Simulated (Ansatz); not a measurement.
# NbH2: response to strain, displacements and fields

Aim: for NbH2, tighten the relaxation for response calculations, compute the phonons at Γ and, if it has a gap, its response to an electric field and get the elastic tensor.

Program: Ansatz 0.2.0. Level of theory: DFT LDA, scalar-relativistic, plane waves, PAW. These are calculated values, not measurements.

2 further runs of the same task are left out: 2 set aside as unsound or not needed.

## (1) Starting point

It takes space group Fm-3m (No. 225, cubic). Conventional cell: a = 4.495 Å, b = 4.495 Å, c = 4.495 Å, α = 90.00°, β = 90.00°, γ = 90.00°. Nb (site symmetry m-3m) is surrounded by 8 H at 1.95 Å. Around H (site symmetry -43m) lie 4 Nb at 1.95 Å.

As a file:

```
CELL_PARAMETERS angstrom
0.00000 2.24769 2.24769
2.24769 0.00000 2.24769
2.24769 2.24769 0.00000
ATOMIC_POSITIONS crystal
Nb 0.00000 0.00000 0.00000
H 0.25000 0.25000 0.25000
H 0.75000 0.75000 0.75000
```

This cell was relaxed beforehand with the same method: volume 7.57 Å³/atom, gap on the mesh none (metal).

## (2) Relaxing to 0.001 eV/Å, with the smearing for a metal

The response runs start from a cell at rest, found with their own mesh and filling of the bands.

File input.yaml:

```yaml
crystal:
  lattice:
    - [0.0, 2.2476930305, 2.2476930305]
    - [2.2476930305, 0.0, 2.2476930305]
    - [2.2476930305, 2.2476930305, 0.0]
  atoms:
    - { symbol: Nb, position: [0.0, 0.0, 0.0] }
    - { symbol: H, position: [0.25, 0.25, 0.25] }
    - { symbol: H, position: [0.75, 0.75, 0.75] }
basis:
  ecutwfc: 420
kpoints:
  mp_grid: { grid: [16, 16, 16] }
hamiltonian:
  xc: lda
scf:
  occupations: { method: fermi_dirac, width: 0.15 }
output:
  forces: true
  stress: true
  eigenvalues: true
relax:
  adjacent_minimum: "off"
  f_tol: 0.001
  max_steps: 60
  cell: { stress_tol: 0.01 }
```

On the command line:

```
$ ansatz run input.yaml --threads 1 --pin off --max-ram 2560MiB --backend cpu --events-out ev --progress --plain --runs-dir out
```

The log of the run:

```text
Warning: RAYON_NUM_THREADS=1 ignored (pool sized by the plan → 1); use --threads N
Engine: ansatz 0.2.0, x86_64-unknown-linux-gnu
Pseudopotentials: kind: paw
Pseudopotential: Nb, paw, valence charge 13, recommended cutoff 420 eV (normal), Nb.paw.azcp
Pseudopotential: H, paw, valence charge 1, recommended cutoff 420 eV (normal), H.paw.azcp
Functional definition: SPW92
  exchange = slater_x
  correlation = pw_c
Crystal: 3 atoms, lattice volume = 22.711 Å³
Basis set: ecut = 420 eV, 459 PW (Γ)
Bands: 12, of which v1, the nominal top of the filled ones, is band 8 counted from 1 (7 counted from 0)
Symmetry: 48 space group operations
Space group: Fm-3m (ITA 225), of the structure as read, at distance tolerance 2.8e-5 Å
k-points: 145 of 4096
Non-local potential: Nb, projectors of the file, l = 0: 3, l = 1: 2, l = 2: 2, l = 3: 1
Non-local potential: H, projectors of the file, l = 0: 2, l = 1: 1
PAW form: soft (Blöchl's): semilocal exchange-correlation on the pseudo side does not see the compensation charge
PAW frozen core: Nb, regenerated for the run's functional, and the local potential with it (the file was generated under x = pbe(κ = 0.804, μ = 0.2195149727645171), c = pbe(β = 0.06672455060314922))
PAW one-centre angular grid: Nb, 590 points (default); XC on 64 Gauss nodes
PAW one-centre angular grid: H, 110 points (default); XC on 64 Gauss nodes
Initial density: superposition of atomic densities (neutral atoms: chi_scale 0, normalization atom), corrected by the library's trained network
Initial wavefunctions: pseudopotential atomic-orbital guess
Functional: x = slater, c = lda
SCF iter   1: F=—  HF=-4474.913086 eV  |F-HF|=—  |Δ(HF+E_count)|=         —  Δρ=1.10e-2  dr2=1.82e-2  ethr=1.77e-3  ⟨swp⟩=5.0  Hψ=9334  notcnv=0
preconditioner: auto → none  [metal: Δε(μ)=0.061 eV  Ē_g=9.036 eV  σ=0.150 eV  W_gap=0.10  n_scr=8 (ndim 8)  ℏωp=20.6 eV  f_vac=0.000  D(μ)=0.99/eV (n_scr^D=14)  sad-step TF]
SCF iter   2: F=—  HF=-4474.908091 eV  |F-HF|=—  |Δ(HF+E_count)|=   4.99e-3  Δρ=5.64e-3  dr2=4.60e-3  ethr=1.21e-4  ⟨swp⟩=1.0  Hψ=2900  notcnv=0
SCF iter   3: F=—  HF=-4474.906501 eV  |F-HF|=—  |Δ(HF+E_count)|=   1.59e-3  Δρ=2.98e-4  dr2=1.41e-5  ethr=3.07e-5  ⟨swp⟩=2.4  Hψ=2142  notcnv=0
SCF iter   4: F=—  HF=-4474.906505 eV  |F-HF|=—  |Δ(HF+E_count)|=   4.05e-6  Δρ=1.04e-4  dr2=1.75e-6  ethr=9.39e-8  ⟨swp⟩=2.2  Hψ=2827  notcnv=0
iter 5 did not close the SCF: its close was put off for the readings that it lacked (scf_convergence_deferred on its scf_iter line)
SCF iter   5: F=-4474.906505 eV  HF=-4474.906505 eV  |F-HF|=2.49e-9  |Δ(HF+E_count)|=   3.20e-7  Δρ=1.22e-5  dr2=1.06e-8  ethr=1.17e-8  ⟨swp⟩=2.1  Hψ=2627  notcnv=0
SCF iter   6: F=-4474.906505 eV  HF=-4474.906505 eV  |F-HF|=1.44e-10  |Δ(HF+E_count)|=  7.26e-10  Δρ=2.57e-6  dr2=3.07e-10  ethr=7.04e-11  ⟨swp⟩=1.7  Hψ=5406  notcnv=0
SCF 1 converged in 6 iterations: F = -4474.906505 eV  dr2 = 3.07e-10
relax step   1: F+E_penalty+E_count = -4474.90650468 eV  Δ(F+E_penalty+E_count) = +0.000e0 eV  max|allowed force component| = 7.710e-19 eV/Å  Δτ_max = 0.0000 Å  P = +0.332 GPa  Ω = 22.711 Å³  (6 SCF iters, dr2 threshold 1.00e-7 eV, accepted)
Crystal: 3 atoms, lattice volume = 22.799 Å³
Initial density: handed on by an earlier stage of this run
Initial wavefunctions: those handed on with the density
iter 1 solved again at ethr=3.03e-7 eV; its pass at ethr=3.10e-3 eV (dr2=4.54e-5 eV) is discarded
SCF iter   1: F=—  HF=-4474.906395 eV  |F-HF|=—  |Δ(HF+E_count)|=         —  Δρ=5.04e-4  dr2=4.45e-5  ethr=3.03e-7  ⟨swp⟩=2.1  Hψ=10049  notcnv=0
preconditioner: auto → none  [metal: Δε(μ)=0.063 eV  Ē_g=9.049 eV  σ=0.150 eV  W_gap=0.11  n_scr=8 (ndim 8)  ℏωp=20.6 eV  f_vac=0.000  D(μ)=0.99/eV (n_scr^D=14)]
SCF iter   2: F=—  HF=-4474.906380 eV  |F-HF|=—  |Δ(HF+E_count)|=   1.58e-5  Δρ=1.60e-4  dr2=3.40e-6  ethr=2.97e-7  ⟨swp⟩=2.1  Hψ=2223  notcnv=0
SCF iter   3: F=-4474.906378 eV  HF=-4474.906379 eV  |F-HF|=6.78e-8  |Δ(HF+E_count)|=   1.09e-6  Δρ=3.38e-5  dr2=1.64e-7  ethr=1.84e-9  ⟨swp⟩=5.5  Hψ=8203  notcnv=0
SCF 2 converged in 3 iterations: F = -4474.906378 eV  dr2 = 1.64e-7
relax step   2: F+E_penalty+E_count = -4474.90637849 eV  Δ(F+E_penalty+E_count) = +1.262e-4 eV  max|allowed force component| = 2.217e-18 eV/Å  Δτ_max = 0.0000 Å  P = -0.433 GPa  Ω = 22.799 Å³  energy of the carried Pulay correction = -9.791e-5 eV  (3 SCF iters, dr2 threshold 2.76e-7 eV, rejected (line search))
Crystal: 3 atoms, lattice volume = 22.749 Å³
iter 1 solved again at ethr=7.87e-8 eV; its pass at ethr=3.10e-3 eV (dr2=1.18e-5 eV) is discarded
SCF iter   1: F=—  HF=-4474.906507 eV  |F-HF|=—  |Δ(HF+E_count)|=         —  Δρ=2.55e-4  dr2=1.15e-5  ethr=7.87e-8  ⟨swp⟩=2.4  Hψ=10462  notcnv=0
preconditioner: auto → none  [metal: Δε(μ)=0.064 eV  Ē_g=9.069 eV  σ=0.150 eV  W_gap=0.11  n_scr=8 (ndim 8)  ℏωp=20.6 eV  f_vac=0.000  D(μ)=0.98/eV (n_scr^D=14)]
SCF iter   2: F=—  HF=-4474.906503 eV  |F-HF|=—  |Δ(HF+E_count)|=   4.16e-6  Δρ=7.86e-5  dr2=8.45e-7  ethr=7.67e-8  ⟨swp⟩=2.1  Hψ=2222  notcnv=0
SCF iter   3: F=—  HF=-4474.906501 eV  |F-HF|=—  |Δ(HF+E_count)|=   1.10e-6  Δρ=1.60e-5  dr2=3.91e-8  ethr=5.64e-9  ⟨swp⟩=2.7  Hψ=2911  notcnv=0
SCF iter   4: F=—  HF=-4474.906501 eV  |F-HF|=—  |Δ(HF+E_count)|=   1.11e-8  Δρ=2.45e-6  dr2=4.79e-10  ethr=2.61e-10  ⟨swp⟩=2.2  Hψ=2155  notcnv=0
SCF iter   5: F=-4474.906501 eV  HF=-4474.906501 eV  |F-HF|=0.00e0  |Δ(HF+E_count)|=  2.37e-10  Δρ=9.86e-8  dr2=6.14e-13  ethr=1.00e-12  ⟨swp⟩=4.4  Hψ=7571  notcnv=0
SCF 3 converged in 5 iterations: F = -4474.906501 eV  dr2 = 6.14e-13
relax step   3: F+E_penalty+E_count = -4474.90650146 eV  Δ(F+E_penalty+E_count) = +3.226e-6 eV  max|allowed force component| = 1.349e-18 eV/Å  Δτ_max = 0.0000 Å  P = -0.001 GPa  Ω = 22.749 Å³  energy of the carried Pulay correction = -4.247e-5 eV  (5 SCF iters, accepted)
Initial wavefunctions: pseudopotential atomic-orbital guess (no wavefunctions were taken with the density)
iter 1 solved again at ethr=3.44e-8 eV; its pass at ethr=3.10e-3 eV (dr2=5.16e-6 eV) is discarded
SCF iter   1: F=—  HF=-4474.906546 eV  |F-HF|=—  |Δ(HF+E_count)|=         —  Δρ=5.32e-6  dr2=6.41e-10  ethr=3.44e-8  ⟨swp⟩=3.0  Hψ=14236  notcnv=0
preconditioner: auto → none  [metal: Δε(μ)=0.064 eV  Ē_g=9.068 eV  σ=0.150 eV  W_gap=0.11  n_scr=8 (ndim 8)  ℏωp=20.6 eV  f_vac=0.000  D(μ)=0.98/eV (n_scr^D=14)]
SCF iter   2: F=—  HF=-4474.906547 eV  |F-HF|=—  |Δ(HF+E_count)|=   2.90e-7  Δρ=2.70e-6  dr2=1.75e-10  ethr=4.27e-12  ⟨swp⟩=2.8  Hψ=3227  notcnv=0
SCF iter   3: F=—  HF=-4474.906547 eV  |F-HF|=—  |Δ(HF+E_count)|=  3.01e-10  Δρ=3.87e-7  dr2=3.58e-11  ethr=1.16e-12  ⟨swp⟩=2.0  Hψ=2246  notcnv=0
SCF iter   4: F=—  HF=-4474.906547 eV  |F-HF|=—  |Δ(HF+E_count)|=  1.27e-11  Δρ=1.23e-7  dr2=3.01e-12  ethr=1.00e-12  ⟨swp⟩=1.0  Hψ=1740  notcnv=0
SCF iter   5: F=-4474.906547 eV  HF=-4474.906547 eV  |F-HF|=0.00e0  |Δ(HF+E_count)|=  9.09e-13  Δρ=4.38e-8  dr2=4.11e-13  ethr=1.00e-12  ⟨swp⟩=4.1  Hψ=5207  notcnv=0
SCF 4 converged in 5 iterations: F = -4474.906547 eV  dr2 = 4.11e-13
relax step   4: F+E_penalty+E_count = -4474.90654658 eV  Δ(F+E_penalty+E_count) = -4.512e-5 eV  max|allowed force component| = 9.637e-19 eV/Å  Δτ_max = 0.0000 Å  P = -0.000 GPa  Ω = 22.749 Å³  stress off target by 4.33e-5 GPa  SCF on the basis re-selected at this cell (its energy is not comparable with the rows above)  (5 SCF iters)
basis re-selected at this cell: Δ(F+E_penalty+E_count) = -4.512e-5 eV, ΔP = +0.001 GPa vs the last step (what re-selecting the basis moved, of the pressure what is left beyond the Pulay correction that the steps carried, after the strain that the cell walked since its last selection, with what the two solves' SCF thresholds leave and, on support functions, any second-order correction that the steps lacked; it is no measure of the basis error at this ecutwfc). This SCF's stress stands 4.33e-5 GPa from its target on what of the cell is left free (relax.cell.stress_tol is 1.00e-2 GPa) and its largest allowed force component is 9.64e-19 eV/Å (relax.f_tol is 1.00e-3 eV/Å): within both
SCF converged after 5 iterations
Free energy (F): -4474.906547 eV
Harris-Foulkes:  -4474.906547 eV  (|F-HF|=0.00e0)
Internal energy: -4474.832297 eV  (E = F + TS)
E sigma→0 (E₀):  -4474.869422 eV
Entropy (-TS):   -0.074249 eV (-24.750 meV/atom)
Fermi energy:    15.636520 eV
--- Per-component energies (eV) ---
  E_band       = -95.894992
  E_kinetic    = 425.553531
  E_local      = -786.811609  (includes V_loc(G=0)·N_el)
  E_nonlocal   = 127.005333
  E_hartree    = 244.193274
  E_xc         = -193.850773
  E_vxc        = -238.027210  (∫ρ·V_xc dr)
  E_paw        = -2966.131263  (= ΣΔE_a)
  E_vpaw       = -111.999171  (= ΣTr[D̂ρ^β])
  E_aug_tail   = -0.002399  (compensation charges beyond the density's cutoff)
  E_ewald      = -1325.214086
  E_core_change = 0.425694  (= ΣΔE_core)
  E_smearing   = -0.074249  (= −TS)
  E_closure    = 0.000000  (closes the sum)
  Σ components = -4474.906547   (vs F -4474.906547, Δ=0.00e0)
--- Forces (eV/Å), atoms counted from 1 ---
  atom   1  Nb    -0.00000000     0.00000000     0.00000000
  atom   2  H     -0.00000000    -0.00000000    -0.00000000
  atom   3  H     -0.00000000    -0.00000000     0.00000000
  max |Σ_I F_I| component: 2.31e-18 eV/Å
--- Stress (GPa, compression-positive) ---
       -0.000043      -0.000000      -0.000000
       -0.000000      -0.000043      -0.000000
       -0.000000      -0.000000      -0.000043
  P = ⅓ Tr σ = -0.0000 GPa (-0.000 kbar)
--- Band table (eV; the first three rows and the last of 145) ---
  k-point 0: bands = ["-39.5312", "-15.3272", "-15.3272", "-15.3272", "4.7979", "14.2222", "14.2222", "14.2222", "14.5947", "16.9959", "16.9959", "28.3355"]
  k-point 1: bands = ["-39.5272", "-15.3597", "-15.3311", "-15.3311", "4.9117", "13.1204", "14.2804", "14.2804", "15.8361", "16.9449", "16.9449", "27.1736"]
  k-point 2: bands = ["-39.5160", "-15.4512", "-15.3421", "-15.3421", "5.2367", "12.0294", "14.4322", "14.4322", "16.8340", "16.8340", "17.3288", "25.8945"]
  k-point 144: bands = ["-39.3919", "-15.8581", "-15.8581", "-15.6026", "9.1616", "9.1616", "12.3503", "15.9982", "18.7226", "20.8265", "20.8265", "22.4527"]
--- Relaxed structure (3 steps of the walk, 2 accepted, 1 SCFs on fresh bases) ---
  F+E_penalty+E_count = -4474.90654658 eV   max|allowed force component| = 9.637e-19 eV/Å   (the final SCF, on the basis selected at the relaxed cell)
  cell:  # Å, volume = 22.7493 Å³
    - [-6.114446439474708e-34, 2.2489469730735383, 2.2489469730735383]
    - [2.2489469730735383, -8.662132455922502e-34, 2.2489469730735383]
    - [2.2489469730735383, 2.2489469730735383, -3.5667604230269127e-34]
  atoms:
    - { symbol: Nb, position: [3.854886963458878e-35, -3.8530274855796137e-35, -3.7373612175755674e-35] }
    - { symbol: H, position: [0.25, 0.25, 0.25] }
    - { symbol: H, position: [0.75, 0.75, 0.75] }
```

It took 4.5 s on 1 thread of AMD EPYC 9R45 (Zen 5), shared host; peak memory 0.37 GiB.

The steps of the relaxation:

```
step  E - E(step 1) (eV/cell)  largest force component (eV/Å)  pressure (GPa)  volume (Å³)
   1                   0.0000                          0.0000            0.33        22.71
   2                   0.0001                          0.0000           -0.43        22.80
   3                   0.0000                          0.0000            0.00        22.75
   4                   0.0000                          0.0000            0.00        22.75
```

Step 1 is the start. Step 4 repeats the geometry before it on a plane-wave basis chosen anew for that cell, so its energy need not be comparable with the rows above. Step 2 was tried and not accepted.

Lengths and angles in the start's conventional setting:

|  | before | after | change |
| --- | --- | --- | --- |
| a (Å) | 4.495 | 4.498 | +0.1 % |
| b (Å) | 4.495 | 4.498 | +0.1 % |
| c (Å) | 4.495 | 4.498 | +0.1 % |
| volume (Å³/atom) | 7.57 | 7.58 | +0.2 % |
| shortest distance (Å) | 1.947 | 1.948 | +0.1 % |
| space group (0.01 Å) | Fm-3m | Fm-3m | same |

Forces and stress were held to the start's 48 operations: a distortion of lower symmetry was not tested.

## (3) Phonons at the zone centre

File input.yaml:

```yaml
crystal:
  lattice:
    - [0.0, 2.2489469731, 2.2489469731]
    - [2.2489469731, 0.0, 2.2489469731]
    - [2.2489469731, 2.2489469731, 0.0]
  atoms:
    - { symbol: Nb, position: [0.0, 0.0, 0.0] }
    - { symbol: H, position: [0.25, 0.25, 0.25] }
    - { symbol: H, position: [0.75, 0.75, 0.75] }
basis:
  ecutwfc: 420
kpoints:
  mp_grid: { grid: [16, 16, 16] }
hamiltonian:
  xc: lda
scf:
  occupations: { method: fermi_dirac, width: 0.15 }
output:
  eigenvalues: true
phonons:
  method: dfpt
  eigenvectors: true
```

On the command line:

```
$ ansatz run input.yaml --threads 1 --pin off --max-ram 2560MiB --backend cpu --events-out ev --progress --plain --runs-dir out
```

The log of the run, cut to the lines that bear on the results:

```text
Warning: RAYON_NUM_THREADS=1 ignored (pool sized by the plan → 1); use --threads N
zone centre: on kpoints.mp_grid the ground state, and the responses unless they are solved on pairs of k-points, stand on 349 of the mesh's 4096 k-points, reduced under 8 symmetry operations, with k and −k counted as one. Each operation leaves every solved displacement unchanged or reverses it
[...]
[... 4 set-up lines as earlier in the session ...]
[...]
Crystal: 3 atoms, lattice volume = 22.749 Å³
Basis set: ecut = 420 eV, 459 PW (Γ), exchange–correlation on 48×48×48 points (8 copies of the dense FFT grid, shifted against one another)
Bands: 12, of which v1, the nominal top of the filled ones, is band 8 counted from 1 (7 counted from 0)
[...]
SCF converged after 7 iterations
Free energy (F): -4474.906547 eV
[...]
E sigma→0 (E₀):  -4474.869422 eV
Entropy (-TS):   -0.074249 eV (-24.750 meV/atom)
Fermi energy:    15.636520 eV
[...]
--- Band table (eV; the first three rows and the last of 349) ---
  k-point 0: bands = ["-39.5312", "-15.3272", "-15.3272", "-15.3272", "4.7979", "14.2222", "14.2222", "14.2222", "14.5947", "16.9959", "16.9959", "28.3355"]
[...]
--- Phonons (Γ-DFPT): 2 representative perturbations + reference, on 349 of 4096 k-points (Σ response iterations 6) ---
  k mesh reduced under 8 symmetry operations, with k and −k counted as one. Each operation leaves every solved displacement unchanged or reverses it
  ASR residual: 1.640e-3 → 0.000e0 eV/Å²; symmetrization residual: 4.984e-7 eV/Å²
  ASR residual per site (eV/Å²): 1.64e-3 2.48e-5 2.48e-5
  Γ frequencies (cm⁻¹): 0.00 0.00 0.00 1131.93 1131.93 1131.93 1313.03 1313.03 1313.03
  non-analytic LO–TO correction: not included (Born effective charges unavailable; polar crystals: no LO–TO splitting at Γ)
```

It took 11 s on 1 thread of AMD EPYC 9R45 (Zen 5), shared host; peak memory 0.57 GiB.

Optical levels at the zone centre, without the three acoustic modes (i: imaginary):

```csv
cm⁻¹,meV,modes
1132,140.3,3
1313,162.8,3
```

Displacements in the lowest optical mode (1132 cm⁻¹), eigenvector over the root of the mass, scaled so that the longest move is 1. It is one member of a degenerate level, so its direction within the level is arbitrary.

```csv
atom,x,y,z
Nb1,-0.01,-0.02,-0.01
H2,0.24,0.82,0.52
H3,0.24,0.82,0.52
```

Displacements in the highest mode (1313 cm⁻¹), eigenvector over the root of the mass, scaled so that the longest move is 1. It is one member of a degenerate level, so its direction within the level is arbitrary.

```csv
atom,x,y,z
Nb1,0.00,0.00,0.00
H2,-0.22,-0.97,0.08
H3,0.22,0.97,-0.08
```

## (4) Strained cells: the elastic tensor

Changes to input.yaml since step 3:

```diff
@@ -18,5 +18,8 @@
 output:
+  forces: true
+  stress: true
   eigenvalues: true
-phonons:
-  method: dfpt
-  eigenvectors: true
+elastic:
+  mode: relaxed_ion
+  amplitude: 0.005
+  stencil: two_point
```

On the command line:

```
$ ansatz run input.yaml --threads 1 --pin off --max-ram 2560MiB --backend cpu --events-out ev --progress --plain --runs-dir out
```

The log of the run, cut to the lines that bear on the results:

```text
Warning: RAYON_NUM_THREADS=1 ignored (pool sized by the plan → 1); use --threads N
band count auto-derived: 13 (N_el = 15.0; filled up to band 8; 12 by the electrons, moments and atoms)
[...]
[... 4 set-up lines as earlier in the session ...]
[...]
Crystal: 3 atoms, lattice volume = 22.749 Å³
Basis set: ecut = 420 eV, 459 PW (Γ)
Bands: 13, of which v1, the nominal top of the filled ones, is band 8 counted from 1 (7 counted from 0)
[... 2 set-up lines as earlier in the session ...]
k-points: 145 of 4096
[...]
SCF iter   1: F=—  HF=-4474.913171 eV  |F-HF|=—  |Δ(HF+E_count)|=         —  Δρ=1.10e-2  dr2=1.81e-2  ethr=1.77e-3  ⟨swp⟩=5.0  Hψ=9934  notcnv=0
[...]
  moduli (Voigt/Reuss/Hill, GPa): K = 198.01/198.01/198.01   G = 81.09/79.94/80.51   E = 212.71   ν = 0.321
  mechanically stable: yes (min eigenvalue of sym C = 88.80 GPa)
  strain η (Voigt 11):  stress-route row diagonal C_11 = 290.72 GPa, energy-path curvature d²(F+E_count+ΔE)/dδ²/Ω₀ = 290.77 GPa
         δ    σ_11 (GPa)             F (eV)   n_scf  n_hpsi   n_pw
    -5.000e-3      -1.4677       -4474.9060281       7   77333    459   relax 0 steps, max|allowed force component| 1.73e-18 eV/Å
     5.000e-3       1.4396       -4474.9060361       6   69529    459   relax 0 steps, max|allowed force component| 1.77e-18 eV/Å
  strain η (Voigt 23):  stress-route row diagonal C_44 = 88.80 GPa, energy-path curvature d²(F+E_count+ΔE)/dδ²/Ω₀ = 88.81 GPa
         δ    σ_23 (GPa)             F (eV)   n_scf  n_hpsi   n_pw
    -5.000e-3      -0.4440       -4474.9063903       2   75531    459   relax 3 steps, max|allowed force component| 4.31e-7 eV/Å
     5.000e-3       0.4440       -4474.9063903       2   75521    459   relax 2 steps, max|allowed force component| 1.30e-6 eV/Å
```

Run time: 30 s. Hardware: 1 thread of AMD EPYC 9R45 (Zen 5), shared host; peak memory 0.51 GiB.

What follows for a polycrystal (Hill averages; density 6.929 g/cm³):

| quantity | value |
| --- | --- |
| bulk modulus B | 198.0 GPa |
| shear modulus G | 80.5 GPa |
| B/G | 2.46 |
| universal anisotropy index | 0.07 |
| sound speeds v_l, v_t | 6639, 3409 m/s |
| Debye temperature Θ | 579 K |

Young's modulus by Cartesian direction:

```csv
direction,E (GPa)
"(1, 0, 0)",187
"(0, 1, 0)",187
"(0, 0, 1)",187
"(1, 1, 0)",219
"(1, 0, 1)",219
"(0, 1, 1)",219
"(1, 1, 1)",232
```

## (5) What came out

| quantity | value |
| --- | --- |
| optical modes at Γ | 1132 to 1313 cm⁻¹ |
| C11, C12, C44 (relaxed-ion) | 291, 152, 89 GPa |
| B, G, E (Hill) (relaxed-ion) | 198, 81, 213 GPa |
| Poisson ratio (relaxed-ion) | 0.32 |
| Debye temperature | 579 K |

What this shows: All optical modes at Γ are real, so no distortion that keeps the cell lowers the energy to second order; that says nothing of other wave vectors. It is stable against strain: the least eigenvalue of C is 89 GPa. B/G = 2.46 lies over 1.75, which by Pugh's rule of thumb suggests ductile behaviour; Young's modulus ranges from about 187 to 232 GPa with direction. In a metal such response values depend on mesh and smearing, which were not converged here.
